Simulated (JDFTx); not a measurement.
Na under changes of volume

One of the cells (37.814 Å³/atom); the others are scaled copies at fixed shape and fractional positions:

```xyz
2
Lattice="3.7670 0.0000 0.0000 -1.8835 3.2623 0.0000 0.0000 0.0000 6.1540" Properties=species:S:1:pos:R:3 pbc="T T T"
Na    1.8835    1.0874    4.6155
Na    0.0000    2.1749    1.5385
```

This isn't the form of Na at room conditions, which is bcc.

- Program: JDFTx 1.7.0 (patched build)
- Functional: PBE
- Potentials or basis: PseudoDojo-SR-PBE-0.5-standard
- Cutoff: 1197 eV
- Density cutoff: 9578 eV
- k mesh: 8 × 8 × 5
- Occupations: fermi-dirac, width 0.05 eV
- Spin: no spin polarisation

| volume (Å³/atom) | energy over the lowest point (meV/atom) | pressure (GPa) |
| --- | --- | --- |
| 35.545 | ? | ? |
| 36.301 | 0.48 | 0.2 |
| 37.057 | 0.00 | 0.0 |
| 37.814 | 0.33 | -0.1 |
| 38.570 | 1.28 | -0.3 |
| 39.326 | 2.86 | -0.4 |
| 40.083 | 5.01 | -0.5 |

Problem. What does the run at 35.545 Å³/atom give?

Solution. Energy over the lowest point 1.79 meV/atom; pressure 0.4 GPa.

Worked out: A Birch-Murnaghan fit of order 3 (a polynomial in V^(-2/3)) to the other rows has its minimum at 37.13 Å³/atom with B0 = V·E''(V) = 7.7 GPa and B' = 4.1 at fixed shape and positions, which overstates the stiffness. It gives 1.77 meV/atom at 35.545 Å³/atom, against the run's 1.79, and -dE/dV = 0.4 GPa, against 0.4.

Energies are extrapolated to zero smearing.
